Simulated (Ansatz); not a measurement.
(001) slab of 6 planes, 7.1 Å thick with 15 Å of vacuum as cut, in a 2×1 surface cell; outer planes W (top) and C (bottom), cut from WC, relaxed from the bulk's places with the lower part held:

```xyz
12
Lattice="5.7968 0.0000 0.0000 -1.4492 2.5101 0.0000 0.0000 0.0000 22.0690" Properties=species:S:1:pos:R:3 pbc="T T T"
C     1.4492    0.8367    7.5000
C     4.3476    0.8367    7.5000
W     0.0000    0.0000    8.9138
W     2.8984    0.0000    8.9138
C     1.4492    0.8367   10.4013
C     4.3476    0.8367   10.4013
W     0.0000    0.0000   11.7756
W     2.8984    0.0000   11.7756
C     1.4492    0.8367   13.2252
C     4.3476    0.8367   13.2252
W     0.0000    0.0000   14.5731
W     2.8984    0.0000   14.5731
```

Computed with DFT PBEsol, scalar-relativistic, plane waves, PAW (Ansatz 0.2.0). Plane waves to 420 eV, a k mesh through Γ of 6×12×1 on the computed 12-atom cell and Gaussian smearing (0.10 eV); no spin polarisation. A dipole correction removes the field between periodic images along c.

(1) Its upper atoms are moved at random (σ = 0.25 Å) and relaxed again, 2 time(s). Does the surface find a lower structure?

Spin–orbit coupling is left out, which can shift energies with elements as heavy as these.

Answers

(1) No: the random starts end within 0.000 eV of the symmetric one.

Cost: 3 runs of about 30 core-minutes in all, on Arm Neoverse V1 (shared hosts).